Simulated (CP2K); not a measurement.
## ZnSe (Stilleite) under changes of volume

One of the cells (22.757 Å³/atom); the others are scaled copies at fixed shape and fractional positions:

```
CELL_PARAMETERS angstrom
4.00760 0.00000 0.00000
2.00380 3.47068 0.00000
2.00380 1.15689 3.27219
ATOMIC_POSITIONS crystal
Se 0.75000 0.75000 0.75000
Zn 0.00000 0.00000 0.00000
```

```yaml
Program: CP2K 2026.2
Functional: PBEsol
Potentials_or_basis: POTENTIAL_UZH Se GTH-PBE-q6, Zn GTH-PBE-q12; TZVP-MOLOPT-PBE-GTH basis
Density_cutoff: 6123 eV
k_mesh: 8 × 8 × 8
Occupations: fermi-dirac, width 0.1 eV
Spin: no spin polarisation
```

| volume (Å³/atom) | energy over the lowest point (meV/atom) | pressure (GPa) | gap on the mesh (eV) |
| --- | --- | --- | --- |
| 21.391 | 18.20 | 4.6 | 1.32 |
| 21.846 | 7.70 | 2.9 | 1.24 |
| 22.301 | 1.79 | 1.3 | 1.16 |
| 22.757 | 0.00 | 0.0 | 1.08 |
| 23.212 | ? | ? | ? |
| 23.667 | 7.07 | -2.4 | 0.93 |
| 24.122 | 15.19 | -3.3 | 0.86 |

Problem. What does the run at 23.212 Å³/atom give?

Solution. Energy over the lowest point 1.89 meV/atom; pressure -1.3 GPa; gap on the mesh 1.00 eV.

Worked out: A Birch-Murnaghan fit of order 3 (a polynomial in V^(-2/3)) to the other rows has its minimum at 22.74 Å³/atom with B0 = V·E''(V) = 65 GPa and B' = 4.6. It gives 1.89 meV/atom at 23.212 Å³/atom, against the run's 1.89, and -dE/dV = -1.3 GPa, against -1.3. A straight line through the other rows of the gap, of slope -3.84 eV per unit of ln V (its deformation potential), gives 1.01 eV, against the run's 1.00.

Energies are extrapolated to zero smearing.

Caveats: the potentials were made for another functional, which shifts forces and pressure; the basis of atomic orbitals isn't converged, which shifts pressures, moduli and gaps.

Spin-orbit coupling on Se is left out.
